A tin atom has fifty electrons, and only the outer few take part in bonding. Most calculations on solids therefore freeze the inner ones and let a prepared potential stand in for them. Several such sets of potentials are in use, and each draws the line between core and valence, and smooths the region near the nucleus, in its own way. Suppose that four sets have been run on the same crystal of tin monoxide. What volume and what stiffness will two further sets give, and how wide should the error bars be?

The crystal is built of layers. Each tin atom binds four oxygen atoms on one side, while its lone pair, a mixture of 5s and 5p, points into the gap between the layers. The equilibrium volume is where the energy is lowest, and the bulk modulus B measures how strongly the crystal resists compression there. Among the potentials, NC means norm-conserving, a type that PseudoDojo stringent also belongs to; PAW sets use a smooth wave together with a correction that restores its true shape near the nucleus.

SnO (space group P4/nmm, 4-atom cell) in Ansatz: PBE without dispersion correction, spin polarisation or spin-orbit coupling, 7×7×6 k mesh, Fermi-Dirac smearing of 0.05 eV. Basis gives the plane-wave cutoff; volume, bulk modulus and its slope with pressure come from a Birch-Murnaghan fit to static-lattice energies at seven volumes.

| potentials | basis | equilibrium volume (Å³/atom) | bulk modulus (GPa) | bulk modulus slope |
| --- | --- | --- | --- | --- |
| Ansatz PAW earlier set | 930 eV | 18.473 | 84.50 | 4.340 |
| Ansatz PAW accurate | 900 eV | ? | ? | ? |
| Ansatz NC | 1240 eV | 18.479 | 84.60 | 4.360 |
| Ansatz PAW large core | 420 eV | 18.480 | 84.30 | 4.330 |
| PseudoDojo stringent | 1388 eV | 18.484 | 84.50 | 4.350 |
| SPMS NC | 1034 eV | ? | ? | ? |

The four known volumes lie within 0.011 Å³/atom of each other, which is 0.06% of the volume. Their moduli differ by at most 0.3 GPa. The plane-wave cutoff, listed under basis, does not sort them: PAW large core at 420 eV and Ansatz NC at 1240 eV agree on the volume to 0.001 Å³/atom. A cutoff has to suit its own potential, so a higher number in one row does not by itself mean a better result than in another.

This agreement looks odd beside the total energies of the same calculations. Near the minimum, the PAW earlier set gives about −5146 eV/atom and Ansatz NC about −1336 eV/atom. The two sets freeze and smooth the atoms in different ways, so their energies start from different zeros. Such an offset lifts or lowers the whole curve of energy against volume and leaves its lowest point where it was.

What moves the lowest point is a tilt: an error in the energy that changes with volume. A tilt of the energy curve is a pressure. Call this small extra pressure δP, positive if it pushes the crystal outwards. Near equilibrium the crystal answers an expansion δV with a restoring pressure B δV/V, where V is the volume, and the new balance lies where the two are equal. The shift is therefore δV = V δP/B.

The PAW earlier set shows the size of the effect. At a volume of 18.480 Å³/atom its calculated pressure is −0.031 GPa, so the crystal would still like to shrink a little. With the table's modulus of 84.5 GPa, the shift is 18.48 × (−0.031)/84.5 = −0.007 Å³/atom. This leads to 18.473 Å³/atom, the value that the table gives from the energy curve.

The pressure here was calculated separately from the energies, with the same potential. The match shows that the low volume of this row belongs to the run and is not an accident of fitting the curve. It is a test of consistency, though, and cannot tell which of the four potentials comes closest to a calculation with all electrons.

Why the tilts are so small can be argued from theory. The inner shells sit deep in the atom and hardly notice when the crystal expands by a few per cent. Whatever error is made in freezing them is nearly the same at every volume, and so it mostly cancels from the pressure. All the sets are also built to reproduce the same behaviour of the outer electrons, which do respond to volume. The same reasoning says where to expect larger disagreement: in a crystal half as stiff, the same δP would shift the volume by twice as large a fraction.

The simplest forecast for both withheld rows is thus the plain mean of the four known ones, 18.479 Å³/atom and 84.5 GPa. One could instead give each newcomer the mean of its own type, PAW or norm-conserving. For the volume, these two means differ by only 0.005 Å³/atom, about as much as single rows scatter. With two rows of each type, that is too little to justify separate forecasts.

For PAW accurate, the error bar can come from the scatter itself. The known volumes have a standard deviation of 0.0045 Å³/atom. Four values fix a mean and a scatter only loosely, so a range meant to catch the next value nineteen times in twenty must be about 3.6 times as wide on either side. That gives 0.016 Å³/atom, rounded up to ±0.02 Å³/atom; the same steps give ±0.5 GPa for the modulus. This supposes that the newcomer scatters as the others do.

For SPMS NC, that supposition is weaker, because the set was made separately from the Ansatz potentials, which supply three of the four known rows. A rough allowance of 0.1% in the lattice lengths seems prudent, and as volume is the product of three lengths, it becomes 0.3% in volume. The forecast is therefore 18.479 ± 0.06 Å³/atom. It names no direction for the miss.

The modulus needs a wider bar too, because a crystal that settles at a larger volume is softer there. The bulk modulus slope, B′, says how many GPa the modulus gains for each GPa of pressure. If the potential's error is a constant pressure, the modulus changes by −B′B δV/V. A volume shift of 0.06 Å³/atom would then change it by 1.2 GPa, and with some ordinary scatter added the forecast is 84.5 ± 1.5 GPa.

The withheld rows as computed:

| potentials | basis | equilibrium volume (Å³/atom) | bulk modulus (GPa) | bulk modulus slope |
| --- | --- | --- | --- | --- |
| Ansatz PAW accurate | 900 eV | 18.475 | 84.50 | 4.340 |
| SPMS NC | 1034 eV | 18.504 | 83.60 | 4.320 |

PAW accurate lands where the known rows said it would. Its volume is 0.004 Å³/atom below the forecast, well inside the range, and its modulus agrees to better than 0.1 GPa. Its closest match is the PAW earlier set, only 0.002 Å³/atom away. The total energies of these two also agree to about 0.005 eV/atom, while those of the other sets lie more than a thousand eV/atom off. The two potentials are thus probably close relatives, and this hit says little about how a truly independent set would fare.

SPMS NC also falls within its range, but it tells a different story. Its volume of 18.504 Å³/atom is 0.025 Å³/atom above the forecast, more than twice the whole spread of the known rows. The narrow range of ±0.02 Å³/atom would have missed it, and so would the narrow range for the modulus. What saved the forecast was the wider allowance, which rested on judgement about potentials and not on the scatter in the table.

A separate origin need not bring a larger shift, however. PseudoDojo stringent was also made separately from the Ansatz sets, and it lies only about 0.005 Å³/atom above the mean. Close agreement among some potentials shows that they share a result; it does not set a limit for the next one.

Turned back into a pressure, the shift of SPMS NC is 84.5 × 0.025/18.48, or about 0.11 GPa. At one common volume, the pressures of the four known sets span 0.05 GPa. The newcomer's tilt is thus clearly larger than theirs, yet still slight for a crystal of this stiffness.

Is that tilt really a constant pressure? All sets were run at the same volumes, so their calculated pressures can be compared directly. The extra pressure of SPMS NC over the mean of the known sets is about 0.05 GPa at the smallest volume of the scan and 0.12 GPa at the largest. It is not constant but grows as the crystal expands.

This explains the modulus. SPMS NC gives 83.6 GPa, about 0.9 GPa below the forecast, and the larger volume accounts for 0.5 GPa of this. An outward push that grows with volume also works against the restoring pressure, which makes the crystal softer still, and this accounts for most of the rest.

Agreement between potentials must also not be read as agreement with nature. All six rows share the PBE functional and the same lack of dispersion forces, which help to hold the layers together. The mean minimum of the known rows lies 4% above the volume of the given cell, a distance that dwarfs the differences between potentials. That cell is no measured standard, so the 4% does not measure the error of the functional. Even so, a quarrel over the last 0.1% has little point until the choices common to all rows have been examined.

The modulus carries a shared bias of its own. The cell was most probably scaled evenly in all directions, so that squeezing the soft gaps also squeezed the stiff bonds between tin and oxygen. A real layered crystal under pressure can give way mainly between its layers, so a calculation that lets the shape relax at each volume should give a lower modulus. No change of potential within this table would reveal this bias.

These small shifts do matter when stress is the quantity sought. Suppose that a cell is optimised with one set and its stress is then calculated with another. In the worst pairing of the table, the volumes differ by 18.504 − 18.473 = 0.031 Å³/atom, which creates a false pressure of 84.5 × 0.031/18.48 ≈ 0.14 GPa.

The energy gives almost no sign of this mistake. Its cost is half the false pressure times the volume difference, only about 0.01 meV/atom, because energy rises with the square of the shift while pressure rises in step with it. The unstressed reference and the strained cell should therefore be calculated with the same potentials and the same cutoff. Two sets that agree perfectly well on energy differences can still disagree on stress.

Why does SPMS NC sit apart? Too small a basis is an unlikely cause. The pressures used here carry no correction for a limited basis, so with too few plane waves they would disagree with the slope of the energy curve. For SPMS NC, the pressure of 0.109 GPa at 18.480 Å³/atom points to a minimum at 18.504 Å³/atom, just where the energies put it.

That leaves the potential itself: which electrons it freezes, or how it was smoothed. The table cannot separate these. A useful next step would be to repeat the scan with tin from SPMS NC and oxygen from PseudoDojo stringent, and then the other way round, to see which atom carries the tilt.
